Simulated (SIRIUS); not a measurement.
# Nb (Im-3m) in SIRIUS: convergence with wave cutoff

Aim: find how far wave cutoff must go before the results for Nb settle, at LDA. This setting moves, with any that are tied to it; all else stays.

All numbers are computed with SIRIUS 7.10.0; they aren't measurements. Logs are shortened: lines on timing, memory, paths and dates and some standing lists are left out, and cuts for length are marked. The log counts tension as positive stress, the text compression.

### 1 The structure

Symmetry: Im-3m, No. 229, cubic system. Conventional cell: a = 3.328 Å, b = 3.328 Å, c = 3.328 Å, α = 90.00°, β = 90.00°, γ = 90.00°. Nb (site symmetry m-3m) is surrounded by 8 Nb at 2.88 Å.

### 2 With wave cutoff 281.7 eV

File sirius.json:

```json
{
  "control": {
    "processing_unit": "cpu",
    "verbosity": 2,
    "num_bands_to_print": 13,
    "print_forces": true,
    "print_stress": true
  },
  "parameters": {
    "electronic_structure_method": "pseudopotential",
    "xc_functionals": ["XC_LDA_X", "XC_LDA_C_PW"],
    "gk_cutoff": 4.55,
    "pw_cutoff": 9.1,
    "ngridk": [11, 11, 11],
    "shiftk": [0, 0, 0],
    "smearing": "cold",
    "smearing_width": 0.0018374661,
    "num_bands": 13,
    "num_mag_dims": 0,
    "num_dft_iter": 100,
    "energy_tol": 1e-08,
    "density_tol": 1e-06
  },
  "iterative_solver": {
    "type": "davidson",
    "min_tolerance": 1e-10
  },
  "mixer": {
    "type": "anderson",
    "beta": 0.7,
    "max_history": 8
  },
  "settings": {
    "tol_ne": 1e-10
  },
  "unit_cell": {
    "lattice_vectors": [
      [-3.144409785071, 3.144409785071, 3.144409785071],
      [3.144409785071, -3.144409785071, 3.144409785071],
      [3.144409785071, 3.144409785071, -3.144409785071]
    ],
    "atom_coordinate_units": "lattice",
    "atom_types": ["Nb"],
    "atom_files": {
      "Nb": "Nb.json"
    },
    "atoms": {
      "Nb": [
        [0.0, 0.0, 0.0]
      ]
    }
  }
}
```

Potentials or basis: PseudoDojo 0.4.1 LDA standard (scalar relativistic).

Run with:

```
$ upf_to_json Nb.upf
$ OMP_NUM_THREADS=1 sirius.scf --input=sirius.json --output=out.json --task=0
```

It took 4.2 s on 1 thread of Arm Neoverse V2, shared host; peak memory 0.17 GiB.

What came out:

```yaml
Free_energy: -1681.7857 eV
Pressure: -166.7 GPa
Band_gap_on_the_k_mesh: none (metal or under the smearing width)
```

### 3 With wave cutoff 405.6 eV

sirius.json, as its differences from that of step 2:

```diff
@@ -11,4 +11,4 @@
     "xc_functionals": ["XC_LDA_X", "XC_LDA_C_PW"],
-    "gk_cutoff": 4.55,
-    "pw_cutoff": 9.1,
+    "gk_cutoff": 5.46,
+    "pw_cutoff": 10.92,
     "ngridk": [11, 11, 11],
```

Potentials or basis: PseudoDojo 0.4.1 LDA standard (scalar relativistic).

Run with:

```
$ upf_to_json Nb.upf
$ OMP_NUM_THREADS=1 sirius.scf --input=sirius.json --output=out.json --task=0
```

Wall time 6.5 s (1 thread of Arm Neoverse V2, shared host); peak memory 0.18 GiB.

Results:

- Free energy: -1690.1504 eV
- Pressure: -120.0 GPa
- Band gap on the k mesh: none (metal or under the smearing width)

### 4 With wave cutoff 552.1 eV

sirius.json, as its differences from that of step 3:

```diff
@@ -11,4 +11,4 @@
     "xc_functionals": ["XC_LDA_X", "XC_LDA_C_PW"],
-    "gk_cutoff": 5.46,
-    "pw_cutoff": 10.92,
+    "gk_cutoff": 6.37,
+    "pw_cutoff": 12.74,
     "ngridk": [11, 11, 11],
```

Run with:

```
$ upf_to_json Nb.upf
$ OMP_NUM_THREADS=1 sirius.scf --input=sirius.json --output=out.json --task=0
```

Run time: 7.8 s. Hardware: 1 thread of Arm Neoverse V2, shared host; peak memory 0.19 GiB.

Results:

```
Free energy            : -1694.5633 eV
Pressure               : -66.4 GPa
Band gap on the k mesh : none (metal or under the smearing width)
```

### 5 With wave cutoff 721.1 eV

sirius.json, as its differences from that of step 4:

```diff
@@ -11,4 +11,4 @@
     "xc_functionals": ["XC_LDA_X", "XC_LDA_C_PW"],
-    "gk_cutoff": 6.37,
-    "pw_cutoff": 12.74,
+    "gk_cutoff": 7.28,
+    "pw_cutoff": 14.56,
     "ngridk": [11, 11, 11],
@@ -37,6 +37,7 @@
     "lattice_vectors": [
-      [-3.144409785071, 3.144409785071, 3.144409785071],
-      [3.144409785071, -3.144409785071, 3.144409785071],
-      [3.144409785071, 3.144409785071, -3.144409785071]
+      [-0.57735026919, 0.57735026919, 0.57735026919],
+      [0.57735026919, -0.57735026919, 0.57735026919],
+      [0.57735026919, 0.57735026919, -0.57735026919]
     ],
+    "lattice_vectors_scale": 5.4462775076,
     "atom_coordinate_units": "lattice",
```

Run with:

```
$ upf_to_json Nb.upf
$ OMP_NUM_THREADS=1 sirius.scf --input=sirius.json --output=out.json --task=0
```

Run time: 12 s. Hardware: 1 thread of Arm Neoverse V2, shared host; peak memory 0.22 GiB.

Results:

* Free energy: -1696.1183 eV
* Pressure: -27.5 GPa
* Band gap on the k mesh: none (metal or under the smearing width)

### 6 With wave cutoff 912.6 eV

sirius.json, as its differences from that of step 5:

```diff
@@ -11,4 +11,4 @@
     "xc_functionals": ["XC_LDA_X", "XC_LDA_C_PW"],
-    "gk_cutoff": 7.28,
-    "pw_cutoff": 14.56,
+    "gk_cutoff": 8.19,
+    "pw_cutoff": 16.38,
     "ngridk": [11, 11, 11],
@@ -37,7 +37,6 @@
     "lattice_vectors": [
-      [-0.57735026919, 0.57735026919, 0.57735026919],
-      [0.57735026919, -0.57735026919, 0.57735026919],
-      [0.57735026919, 0.57735026919, -0.57735026919]
+      [-3.144409785071, 3.144409785071, 3.144409785071],
+      [3.144409785071, -3.144409785071, 3.144409785071],
+      [3.144409785071, 3.144409785071, -3.144409785071]
     ],
-    "lattice_vectors_scale": 5.4462775076,
     "atom_coordinate_units": "lattice",
```

Potentials or basis: PseudoDojo 0.4.1 LDA standard (scalar relativistic).

Run with:

```
$ upf_to_json Nb.upf
$ OMP_NUM_THREADS=1 sirius.scf --input=sirius.json --output=out.json --task=0
```

It took 11 s on 1 thread of Arm Neoverse V2, shared host; peak memory 0.24 GiB.

Results (log left out):

```yaml
Free_energy: -1696.4357 eV
Pressure: -13.3 GPa
Band_gap_on_the_k_mesh: none (metal or under the smearing width)
```

### 7 With wave cutoff 1126.7 eV

sirius.json, as its differences from that of step 6:

```diff
@@ -11,4 +11,4 @@
     "xc_functionals": ["XC_LDA_X", "XC_LDA_C_PW"],
-    "gk_cutoff": 8.19,
-    "pw_cutoff": 16.38,
+    "gk_cutoff": 9.1,
+    "pw_cutoff": 18.2,
     "ngridk": [11, 11, 11],
```

Run with:

```
$ upf_to_json Nb.upf
$ OMP_NUM_THREADS=1 sirius.scf --input=sirius.json --output=out.json --task=0
```

Run time: 20 s. Hardware: 1 thread of Arm Neoverse V2, shared host; peak memory 0.28 GiB.

It converged, with:

* Free energy: -1696.4616 eV
* Pressure: -11.1 GPa
* Band gap on the k mesh: none (metal or under the smearing width)

### 8 With wave cutoff 1488.6 eV

sirius.json, as its differences from that of step 7:

```diff
@@ -11,4 +11,4 @@
     "xc_functionals": ["XC_LDA_X", "XC_LDA_C_PW"],
-    "gk_cutoff": 9.1,
-    "pw_cutoff": 18.2,
+    "gk_cutoff": 10.46,
+    "pw_cutoff": 20.92,
     "ngridk": [11, 11, 11],
```

Run with:

```
$ upf_to_json Nb.upf
$ OMP_NUM_THREADS=1 sirius.scf --input=sirius.json --output=out.json --task=0
```

It took 29 s on 1 thread of Arm Neoverse V2, shared host; peak memory 0.34 GiB.

Results (log left out):

```yaml
Free_energy: -1696.4622 eV
Pressure: -11.0 GPa
Band_gap_on_the_k_mesh: none (metal or under the smearing width)
```

### 9 With wave cutoff 1904.1 eV

sirius.json, as its differences from that of step 8:

```diff
@@ -11,4 +11,4 @@
     "xc_functionals": ["XC_LDA_X", "XC_LDA_C_PW"],
-    "gk_cutoff": 10.46,
-    "pw_cutoff": 20.92,
+    "gk_cutoff": 11.83,
+    "pw_cutoff": 23.66,
     "ngridk": [11, 11, 11],
```

Potentials or basis: PseudoDojo 0.4.1 LDA standard (scalar relativistic).

Run with:

```
$ upf_to_json Nb.upf
$ OMP_NUM_THREADS=1 sirius.scf --input=sirius.json --output=out.json --task=0
```

Log:

```text
[info] SIRIUS version : 7.10.0
[info] number of MPI ranks           : 1
[info] MPI grid                      : 1 1
[info] maximum number of OMP threads : 1
[fft] FFT context for density and potential
[fft] =====================================
[fft]   comm size                             : 1
[fft]   plane wave cutoff                     : 23.66
[fft]   grid size                             : 45 45 45   total : 91125
[fft]   grid limits                           : -22 22   -22 22   -22 22
[fft]   number of G-vectors within the cutoff : 13942
[fft]   local number of G-vectors             : 13942
[fft]   number of G-shells                    : 724
[fft] FFT context for coarse grid
[fft] =====================================
[fft]   comm size                             : 1
[fft]   plane wave cutoff                     : 23.66
[fft]   grid size                             : 45 45 45   total : 91125
[fft]   grid limits                           : -22 22   -22 22   -22 22
[fft]   number of G-vectors within the cutoff : 13942
[fft]   local number of G-vectors             : 13942
[fft]   number of G-shells                    : 724
[unit cell] lattice vectors
[unit cell]   a1 :      -3.1444097851      3.1444097851      3.1444097851
[unit cell]   a2 :       3.1444097851     -3.1444097851      3.1444097851
[unit cell]   a3 :       3.1444097851      3.1444097851     -3.1444097851
[unit cell] reciprocal lattice vectors
[unit cell]   b1 :      -0.0000000000      0.9991040826      0.9991040826
[unit cell]   b2 :       0.9991040826     -0.0000000000      0.9991040826
[unit cell]   b3 :       0.9991040826      0.9991040826     -0.0000000000
[unit cell] unit cell volume :       124.35905368 [a.u.^3]
[unit cell] 1/sqrt(omega)    :         0.08967292
[unit cell] MT volume        :         0.00000000 ( 0.00%)
[unit cell] IT volume        :       124.35905368 (100.00%)
[unit cell] number of atom types : 1
[unit cell] type id : 0 symbol : Nb mt_radius :  16.390000 num_atoms : 1
[... 370 lines left out ...]
[find] <mag|B^{XC}>                   :       0.00000000
[find] <rho|V^{H}>                    :      15.18005769
[find] one-electron contribution      :      -8.02677325 (Ha),     -16.05354651 (Ry)
[find] hartree contribution           :       7.59002885
[find] xc contribution                :     -13.00837938
[find] ewald contribution             :     -48.89871987
[find] PAW contribution               :       0.00000000
[find] smearing (-TS)                 :       0.00000057
[find] SCF correction                 :       0.00000000
[find] Total energy                   :     -62.34384366 (Ha),    -124.68768732 (Ry)
[find] Free energy (E-TS)             :     -62.34384309 (Ha),    -124.68768618 (Ry)
[find] band gap (eV)                  :       0.00000000
[find] Efermi                         :       0.63068622
[ground_state] === stress tensor components [kbar] ===
[ground_state] === stress_kin ===
[ground_state] -28551.878917    0.000000    0.000000
[ground_state]     0.000000-28551.878917   -0.000000
[ground_state]     0.000000   -0.000000-28551.878917
[ground_state] === stress_har ===
[ground_state] -5985.526650    0.000000    0.000000
[ground_state]     0.000000-5985.526650   -0.000000
[ground_state]     0.000000   -0.000000-5985.526650
[ground_state] === stress_ewald ===
[ground_state] 38561.723136   -0.000000   -0.000000
[ground_state]    -0.00000038561.723136    0.000000
[ground_state]    -0.000000    0.00000038561.723136
[ground_state] === stress_vloc ===
[ground_state] 14408.516325   -0.000000   -0.000000
[ground_state]    -0.00000014408.516325    0.000000
[ground_state]    -0.000000    0.00000014408.516325
[ground_state] === stress_xc ===
[ground_state] -7414.960233    0.000000    0.000000
[ground_state]     0.000000-7414.960233   -0.000000
[ground_state]     0.000000   -0.000000-7414.960233
[ground_state] === stress_core ===
[ground_state] 14874.861157   -0.000000   -0.000000
[ground_state]    -0.00000014874.861157    0.000000
[ground_state]    -0.000000    0.00000014874.861157
[ground_state] === stress_nonloc ===
[ground_state] -25782.389225    0.000000    0.000000
[ground_state]     0.000000-25782.389225   -0.000000
[ground_state]     0.000000   -0.000000-25782.389225
[ground_state] === stress_us_nl ===
[ground_state] -25782.389225    0.000000    0.000000
[ground_state]     0.000000-25782.389225   -0.000000
[ground_state]     0.000000   -0.000000-25782.389225
[ground_state] === stress_total ===
[ground_state]   110.345591   -0.000000    0.000000
[ground_state]    -0.000000  110.345591    0.000000
[ground_state]     0.000000    0.000000  110.345591
[ground_state] ==== total Forces in Ha/bohr =====
[ground_state] atom:    0, force:       0.0000000      0.0000000      0.0000000
[ground_state] ==== ultrasoft contribution from Qij =====
[ground_state] atom:    0, force:       0.0000000      0.0000000      0.0000000
[ground_state] ==== non-local contribution from Beta-projector =====
[ground_state] atom:    0, force:       0.0000000      0.0000000      0.0000000
[ground_state] ==== contribution from local potential =====
[ground_state] atom:    0, force:       0.0000000      0.0000000      0.0000000
[ground_state] ==== contribution from core density =====
[ground_state] atom:    0, force:       0.0000000      0.0000000      0.0000000
[ground_state] ==== Ewald forces from ions =====
[ground_state] atom:    0, force:       0.0000000      0.0000000      0.0000000
[~DFT_ground_state] local op. applied: 21881
[~DFT_ground_state] evp. work count: 6358.52
[~DFT_ground_state] number of iterative solver steps: 1738
```

Run time: 45 s. Hardware: 1 thread of Arm Neoverse V2, shared host; peak memory 0.43 GiB.

Results:

```yaml
Free_energy: -1696.4624 eV
Pressure: -11.0 GPa
Band_gap_on_the_k_mesh: none (metal or under the smearing width)
```

### 10 Summary

```csv
wave cutoff,energy less the tightest run (meV/atom),pressure (GPa),SCF cycles,CPU time (s),peak memory (GiB)
281.7 eV,14676.70,-166.71,13,4.2,0.17
405.6 eV,6312.01,-119.99,16,6.5,0.18
552.1 eV,1899.09,-66.37,15,7.8,0.19
721.1 eV,344.13,-27.49,14,12,0.22
912.6 eV,26.67,-13.28,15,11,0.24
1126.7 eV,0.77,-11.06,15,20,0.28
1488.6 eV,0.21,-11.03,15,29,0.34
1904.1 eV,0.00,-11.03,15,45,0.43
```

Against the tightest run, the energy stays within 1 meV/atom from 1126.7 eV on; the pressure stays within 0.1 GPa from 1126.7 eV on. The tightest run that finished is the yardstick and may itself not be fully converged.
